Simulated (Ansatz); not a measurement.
Runs of Ansatz 0.2.0 on Se. Symmetry: P3_121, No. 152, trigonal system. The conventional cell has a = 4.366 Å, b = 4.366 Å, c = 4.954 Å, α = 90.00°, β = 90.00°, γ = 120.00°. Se (site symmetry 2) has 2 Se at 2.37 Å as nearest neighbours. 

```tsv
level	gap on the mesh (eV)	pressure (GPa)	relaxed volume (Å³/atom)
PBEsol+D3(BJ)	(b)	0.0	22.39
PBEsol+D3(BJ)-ATM	0.82	0.0	22.57
PBEsol	(a)	0.0	24.11
PBEsol+D4	(c)	0.0	22.87
```

Alike in all rows: task relaxation of cell and atoms; potentials or basis Ansatz PAW; no spin polarisation; cell relaxed; k mesh 7 × 7 × 6; cutoff (eV) 420; smearing fermi-dirac 0.05 eV.

Q: Estimate the missing entries.

A: (a) 0.90; (b) 0.81; (c) 0.84.

Caveats: odd divisions of the mesh miss points on the zone boundary, where band edges often lie, so the gap on the mesh can be too wide; the plane-wave basis is chosen anew once the cell has moved, so the energies of steps on either side of that aren't comparable; the PAW data sets come from PBE, with cores solved anew for the run's functional, which leaves a small shift of forces and pressure; the volume moved by over 15 % at a fixed basis, so the end points are rough (some runs).

A k mesh can miss the band edges, and the runs leave out spin-orbit coupling on Se.
